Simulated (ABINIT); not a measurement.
# Ge (I4_1/amd) in ABINIT: notebook

Aim: see how the results for Ge move with the level of theory and the settings. Levels: AM05, rPW86PBE. Tasks: band structure.

Everything below comes from runs of ABINIT 10.8.3 (patched build). Logs are shortened: lines on timing, memory, paths and dates and some standing lists are left out, and cuts for length are marked. The log counts tension as positive stress, the text compression.

## Step 1: Starting point

The structure is tetragonal, space group I4_1/amd (No. 141). Conventional cell: a = 5.149 Å, b = 5.149 Å, c = 2.795 Å, α = 90.00°, β = 90.00°, γ = 90.00°. Ge (site symmetry -4m2) is surrounded by 6 Ge at 2.67 to 2.79 Å.

This isn't the form of Ge at room conditions, which is diamond.

## Step 2: Band structure, AM05

File run.abi:

```
ndtset 2

pp_dirpath "./"
pseudos "Ge.GGA_PBE-JTH.xml"

acell 7.3696306677 7.3696306677 7.3696306677
rprim
    -0.6601525502     0.6601525502     0.3583255794
     0.6601525502    -0.6601525502     0.3583255794
     0.6601525502     0.6601525502    -0.3583255794
ntypat 1
znucl 32
natom 2
typat 1 1
xred
     0.5000000000     0.5000000000     0.0000000000
     0.2500000000     0.7500000000     0.5000000000

ecut 22.0
pawecutdg 44.0

ixc -120135

occopt 3
tsmear 0.05 eV

nstep 100

iomode 3
prtwf 0
prteig 0
prtebands 0
enunit 1
prtden1 1

kptopt1 1
ngkpt1 11 11 11
nshiftk1 1
shiftk1 0.0 0.0 0.0
nband1 18
tolvrs1 1.0e-9

iscf2 -2
getden2 1
nband2 24
nbdbuf2 4
tolwfr2 1.0e-11
kptopt2 -8
ndivsm2 8
prteig2 1
kptbounds2
     0.0000000000     0.0000000000     0.0000000000
     0.0000000000     0.0000000000     0.5000000000
    -0.5000000000     0.5000000000     0.5000000000
     0.0000000000     0.0000000000     0.0000000000
     0.3236558120     0.3236558120    -0.3236558120
     0.2500000000     0.2500000000     0.2500000000
     0.0000000000     0.5000000000     0.0000000000
    -0.3236558120     0.6763441880     0.3236558120
    -0.5000000000     0.5000000000     0.5000000000
```

Potentials or basis: JTH PAW PBE v2.0.

Run with:

```console
$ abinit run.abi > log 2>&1
```

run.abo:

```text
.Version 10.8.3 of ABINIT
 DATASET    1 : space group I4_1/a m d (#141); Bravais tI (body-center tetrag.)
================================================================================
 Values of the parameters that define the memory need for DATASET  1.
     intxc =       0    ionmov =       0      iscf =      17    lmnmax =      18
     lnmax =       6     mgfft =      32  mpssoang =       3    mqgrid =    3001
     natom =       2  nloc_mem =       2    nspden =       1   nspinor =       1
    nsppol =       1      nsym =      16    n1xccc =       1    ntypat =       1
    occopt =       3   xclevel =       2
       mpw =        1250          nfft =       32768          nkpt =         126
 PAW method is used; the additional fine FFT grid is defined by:
   mgfftf=        45    nfftf =     91125
================================================================================
================================================================================

 DATASET    2 : space group I4_1/a m d (#141); Bravais tI (body-center tetrag.)
================================================================================
 Values of the parameters that define the memory need for DATASET  2.
     intxc =       0    ionmov =       0      iscf =      -2    lmnmax =      18
     lnmax =       6     mgfft =      32  mpssoang =       3    mqgrid =    3001
     natom =       2  nloc_mem =       2    nspden =       1   nspinor =       1
    nsppol =       1      nsym =      16    n1xccc =       1    ntypat =       1
    occopt =       3   xclevel =       2
       mpw =        1261          nfft =       32768          nkpt =          97
 PAW method is used; the additional fine FFT grid is defined by:
   mgfftf=        45    nfftf =     91125
================================================================================
================================================================================

--------------------------------------------------------------------------------
------------- Echo of variables that govern the present computation ------------
--------------------------------------------------------------------------------
 -outvars: echo values of preprocessed input variables --------
            acell      7.3696306677E+00  7.3696306677E+00  7.3696306677E+00 Bohr
              amu      7.26100000E+01
             ecut      2.20000000E+01 Hartree
           enunit           1
           getden1          0
           getden2          1
             iscf1         17
             iscf2         -2
                       outvar_i_n : Printing only first  50 k-points.
              ixc     -120135
           jdtset        1    2
                       outvar_i_n : Printing only first  50 k-points.
           kptopt1          1
           kptopt2         -8
         kptrlatt       11    0    0      0   11    0      0    0   11
          kptrlen1     5.80959979E+01
          kptrlen2     3.00000000E+01
            natom           2
            nband1         18
            nband2         24
           nbdbuf1          0
           nbdbuf2          4
           ndtset           2
           ndivsm1          0
           ndivsm2          8
            ngfft          32      32      32
          ngfftdg          45      45      45
             nkpt1        126
             nkpt2         97
            nstep         100
             nsym          16
           ntypat           1
                       prtocc : prtvol=0, do not print more k-points.
           occopt           3
        pawecutdg      4.40000000E+01 Hartree
         pawxcdev           0
        prtebands           0
           prteig1          0
           prteig2          1
            prtwf           0
            rprim     -6.6015255020E-01  6.6015255020E-01  3.5832557940E-01
[... 249 lines left out ...]
  2.33E-12  2.91E-12  7.60E-12  4.67E-12  2.29E-12  5.60E-12  5.17E-12  3.75E-12
  7.25E-12  6.00E-12  8.91E-12  7.62E-12  2.02E-12  2.08E-12  2.32E-12  9.10E-12
  4.20E-12  5.63E-12  4.41E-12  3.02E-12  6.87E-10  1.34E-06  1.92E-06  2.04E-04
 -5.7473E-01 -5.7314E-01 -5.7202E-01 -5.7195E-01 -5.6808E-01 -5.6808E-01
 -5.6785E-01 -5.6785E-01 -5.6556E-01 -5.6304E-01 -1.5562E-01  1.8572E-01
  2.4777E-01  2.4777E-01  4.5232E-01  6.1354E-01  6.1354E-01  6.3449E-01
  6.4197E-01  7.5800E-01  7.9362E-01  8.3696E-01  8.7112E-01  8.7155E-01
 Non-SCF case, kpt    2 (  0.00000  0.00000  0.04545), residuals and eigenvalues=
  5.78E-12  6.14E-12  3.65E-12  6.66E-12  9.20E-12  7.07E-12  5.10E-12  9.70E-12
  3.13E-12  5.17E-12  4.06E-12  6.33E-13  4.77E-12  4.63E-12  2.19E-12  8.14E-13
[... 751 lines left out ...]
  2.73E-12  2.35E-12  3.89E-12  2.74E-12  2.50E-12  4.43E-12  5.28E-12  1.78E-12
  6.01E-12  1.62E-12  4.68E-12  5.80E-12  7.42E-12  1.26E-10  3.64E-06  8.43E-06
 -5.7334E-01 -5.7323E-01 -5.6883E-01 -5.6842E-01 -5.6832E-01 -5.6807E-01
 -5.6804E-01 -5.6804E-01 -5.6775E-01 -5.6775E-01  8.4465E-03  9.6474E-03
  1.1614E-01  1.1614E-01  5.1789E-01  6.0128E-01  7.3895E-01  7.3895E-01
  8.6906E-01  9.2868E-01  9.3610E-01  9.3610E-01  9.7591E-01  9.8579E-01
 Non-SCF case, kpt   97 ( -0.50000  0.50000  0.50000), residuals and eigenvalues=
  4.48E-12  2.93E-12  6.18E-12  5.60E-12  9.03E-12  7.35E-12  2.60E-12  5.22E-12
  2.04E-12  3.17E-12  1.18E-12  4.36E-12  1.31E-12  4.41E-12  5.39E-12  3.57E-12
  6.71E-12  8.82E-12  4.12E-12  8.86E-12  2.69E-09  7.73E-08  4.82E-06  2.20E-04
 -5.7335E-01 -5.7334E-01 -5.6865E-01 -5.6865E-01 -5.6820E-01 -5.6820E-01
 -5.6801E-01 -5.6801E-01 -5.6773E-01 -5.6773E-01  8.2424E-03  8.2527E-03
  1.1525E-01  1.1525E-01  5.6069E-01  5.6070E-01  7.3942E-01  7.3942E-01
  8.9979E-01  8.9979E-01  9.4397E-01  9.4397E-01  9.8129E-01  9.8167E-01

--- !ResultsGS
iteration_state: {dtset: 2, }
comment   : Summary of ground state results
lattice_vectors:
- [ -4.8650805,   4.8650805,   2.6407272, ]
- [  4.8650805,  -4.8650805,   2.6407272, ]
- [  4.8650805,   4.8650805,  -2.6407272, ]
lattice_lengths: [   7.36963,    7.36963,    7.36963, ]
lattice_angles: [ 97.377,  97.377, 138.005, ] # degrees, (23, 13, 12)
lattice_volume:   2.5001357E+02
convergence: {deltae:  0.000E+00, res2:  0.000E+00, residm:  9.994E-12, diffor:  0.000E+00, }
etotal    :  -1.91098844E+02
entropy   :   0.00000000E+00
fermie    :   3.35079612E-01
cartesian_stress_tensor: null
pressure_GPa: null
xred      :
- [  5.0000E-01,   5.0000E-01,  -1.5649E-18, Ge]
- [  2.5000E-01,   7.5000E-01,   5.0000E-01, Ge]
cartesian_forces: null
force_length_stats: {min: null, max: null, mean: null, }
...

 Integrated electronic density in atomic spheres:
 ------------------------------------------------
 Atom  Sphere_radius  Integrated_density
    1        2.30477         12.23817351
    2        2.30477         12.24156128

================================================================================

 ----iterations are completed or convergence reached----

 Mean square residual over all n,k,spin=   40.724E-13; max=  99.936E-13
 reduced coordinates (array xred) for    2 atoms
       0.500000000000      0.500000000000     -0.000000000000
       0.250000000000      0.750000000000      0.500000000000

 cartesian coordinates (angstrom) at end:
    1     -0.00000000000000    -0.00000000000000     1.39741264237381
    2      2.57448971711560     0.00000000000000     0.69870632118690
 length scales=  7.369630667700  7.369630667700  7.369630667700 bohr
              =  3.899840599473  3.899840599473  3.899840599473 angstroms
 Eigenvalues (   eV  ) for nkpt=  97  k points:
 kpt#   1, nband= 24, wtk=  1.00000, kpt=  0.0000  0.0000  0.0000 (reduced coord)
 -15.63927  -15.59601  -15.56554  -15.56368  -15.45831  -15.45831  -15.45211  -15.45211
 -15.38975  -15.32120   -4.23473    5.05358    6.74206    6.74206   12.30827   16.69531
  16.69531   17.26531   17.46885   20.62619   21.59551   22.77491   23.70436   23.71608
 kpt#   2, nband= 24, wtk=  1.00000, kpt=  0.0000  0.0000  0.0455 (reduced coord)
 -15.63817  -15.59624  -15.56466  -15.56433  -15.45897  -15.45772  -15.45180  -15.45169
 -15.39046  -15.32242   -4.21187    4.79436    6.76728    6.94546   12.42906   16.34796
  16.55985   17.42148   17.44458   20.79817   21.59701   22.60468   23.78568   23.92119
 kpt#   3, nband= 24, wtk=  1.00000, kpt=  0.0000  0.0000  0.0909 (reduced coord)
 -15.63452  -15.59675  -15.56634  -15.56160  -15.46024  -15.45598  -15.45082  -15.45014
 -15.39236  -15.32571   -4.14328    4.22715    6.84290    7.35129   12.78549   15.71359
  16.19336   17.37589   17.53440   21.26924   21.55782   22.28793   23.97755   24.08666
 kpt#   4, nband= 24, wtk=  1.00000, kpt=  0.0000  0.0000  0.1364 (reduced coord)
 -15.62902  -15.59765  -15.56935  -15.55667  -15.46269  -15.45339  -15.44939  -15.44804
 -15.39565  -15.33133   -4.02898    3.55610    6.96868    7.77422   13.35835   14.99975
  15.67729   17.27353   17.51218   21.44167   21.93840   21.96490   24.30750   24.60509
 kpt#   5, nband= 24, wtk=  1.00000, kpt=  0.0000  0.0000  0.1818 (reduced coord)
[... 357 lines left out ...]
 -15.45204  -15.45071    0.36807    0.47140    3.35396    3.35396   11.76106   17.81010
  19.94481   19.94481   22.71705   24.17429   24.17429   25.88102   26.19376   27.03365
 kpt#  95, nband= 24, wtk=  1.00000, kpt= -0.4647  0.5353  0.4647 (reduced coord)
 -15.59824  -15.59338  -15.48164  -15.46810  -15.46032  -15.46014  -15.46014  -15.45437
 -15.45086  -15.45086    0.27805    0.34468    3.23310    3.23310   12.91863   17.28916
  20.05966   20.05966   22.96940   24.88883   24.88883   25.84045   26.31729   26.94843
 kpt#  96, nband= 24, wtk=  1.00000, kpt= -0.4824  0.5176  0.4824 (reduced coord)
 -15.60141  -15.59852  -15.47856  -15.46762  -15.46487  -15.45794  -15.45726  -15.45726
 -15.44924  -15.44924    0.22984    0.26252    3.16036    3.16036   14.09249   16.36167
  20.10778   20.10778   23.64844   25.27070   25.47268   25.47268   26.55583   26.82481
 kpt#  97, nband= 24, wtk=  1.00000, kpt= -0.5000  0.5000  0.5000 (reduced coord)
 -15.60154  -15.60150  -15.47382  -15.47379  -15.46147  -15.46142  -15.45633  -15.45633
 -15.44878  -15.44878    0.22429    0.22457    3.13608    3.13608   15.25728   15.25740
  20.12055   20.12055   24.48456   24.48461   25.68670   25.68670   26.70237   26.71270

== END DATASET(S) ==============================================================
================================================================================

 -outvars: echo values of variables after computation  --------
            acell      7.3696306677E+00  7.3696306677E+00  7.3696306677E+00 Bohr
           etotal1    -1.9109884437E+02
            fcart1     1.7025493288E-30  1.7025493288E-30 -8.9618599548E-31
                      -1.7025493288E-30 -1.7025493288E-30  8.9618599548E-31
            rprim     -6.6015255020E-01  6.6015255020E-01  3.5832557940E-01
                       6.6015255020E-01 -6.6015255020E-01  3.5832557940E-01
                       6.6015255020E-01  6.6015255020E-01 -3.5832557940E-01
           strten1     5.4636369324E-05  5.4636369324E-05  6.0165557214E-05
                       0.0000000000E+00  0.0000000000E+00  0.0000000000E+00
           xangst     -4.0288503446E-18 -4.0288503446E-18  1.3974126424E+00
                       2.5744897171E+00  0.0000000000E+00  6.9870632119E-01
             xred      5.0000000000E-01  5.0000000000E-01 -1.5649121913E-18
                       2.5000000000E-01  7.5000000000E-01  5.0000000000E-01
 Calculation completed.
```

Run time: 3.1 min. Hardware: 1 thread of Arm Neoverse V1, shared host; peak memory 0.19 GiB.

What came out:

```
Free energy                                           : -5200.0645 eV
Pressure                                              : -1.7 GPa
Band gap on the k mesh                                : none (metal or under the smearing width)
Valence electrons inside the program's atomic spheres : Ge 12.24 (radii [1.2196] Å)
```

Levels at the corners of the path, in eV from the Fermi level:
```csv
point,band 10,band 11,band 12,band 13,band 14,band 15,band 16,band 17,band 18,band 19
Γ,-24.44,-13.35,-4.06,-2.38,-2.38,3.19,7.58,7.58,8.15,8.35
X,-24.52,-10.60,-10.60,0.59,0.59,1.88,1.88,7.51,7.51,11.36
M,-24.57,-8.89,-8.89,-5.98,-5.98,6.14,6.14,11.00,11.00,15.37
Γ,-24.44,-13.35,-4.06,-2.38,-2.38,3.19,7.58,7.58,8.15,8.35
Z,-24.50,-7.43,-6.48,-3.87,-3.66,-3.66,3.80,6.61,6.61,10.77
P,-24.51,-6.89,-6.89,-4.39,-4.39,4.23,4.23,4.87,4.87,8.07
N,-24.48,-8.06,-6.43,-2.65,-2.04,-1.38,2.42,3.54,5.50,8.75
Z1,-24.50,-7.43,-6.48,-3.87,-3.66,-3.66,3.80,6.61,6.61,10.77
M,-24.57,-8.89,-8.89,-5.98,-5.98,6.14,6.14,11.00,11.00,15.37
```

Caveat: the PAW data sets were made with another functional, which shifts forces and pressure a little.

(Continued in part 2 of 2.)
